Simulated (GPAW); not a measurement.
A run of GPAW 26.7.0 is set up as follows.

File run.py:

```python
from ase import Atoms
from ase.filters import FrechetCellFilter
from ase.io import write
from ase.optimize import BFGS
from ase.units import GPa
from gpaw import GPAW, PW, setup_paths

setup_paths.insert(0, '.')

atoms = Atoms(['Si', 'C'],
              cell=[[0.0, 2.179, 2.179],
                    [2.179, 0.0, 2.179],
                    [2.179, 2.179, 0.0]],
              scaled_positions=[[0.0, 0.0, 0.0],
                                [0.75, 0.75, 0.75]],
              pbc=True)

calc = GPAW(mode=PW(800),
            xc='PBEsol',
            kpts={'size': (10, 10, 10), 'gamma': True},
            occupations={'name': 'fermi-dirac', 'width': 0.05},
            nbands=11,
            convergence={'density': 1e-05, 'forces': 0.0001},
            maxiter=150,
            txt='gpaw.txt')
atoms.calc = calc
opt = BFGS(FrechetCellFilter(atoms, scalar_pressure=10 * GPa), trajectory='relax.traj', logfile='-')
done = opt.run(fmax=0.02, steps=60)
calc.write('gs.gpw')
write('result.traj', atoms)
print('Converged:', done)
print('Cell:', atoms.cell.cellpar().round(4))
print('Volume:', round(atoms.get_volume(), 4))
print(atoms.get_scaled_positions().round(5))
```

Potentials or basis: PAW data sets generated in the run's folder for this functional, pw.

Command:

```bash
$ gpaw-setup -f PBEsol C Si
$ OMP_NUM_THREADS=1 python run.py
```

Task: What does it give for the space group after relaxing (to 0.05 Å)?

Result: F-43m (No. 216).

Task: What does it give for the band gap on the k mesh?

Result: 1.20 eV, indirect (least direct gap 4.49 eV).

Step by step:
```
step  energy change (eV)  largest force (eV/Å)  pressure (GPa)  volume (Å³)
   1              0.0000                0.0000            0.99        20.69
   2              0.0043                0.0000            3.88        20.44
   3              0.0274                0.0000           10.21        19.92
```

Caveat: later steps reuse the first step's grids. A k mesh can miss the band edges.
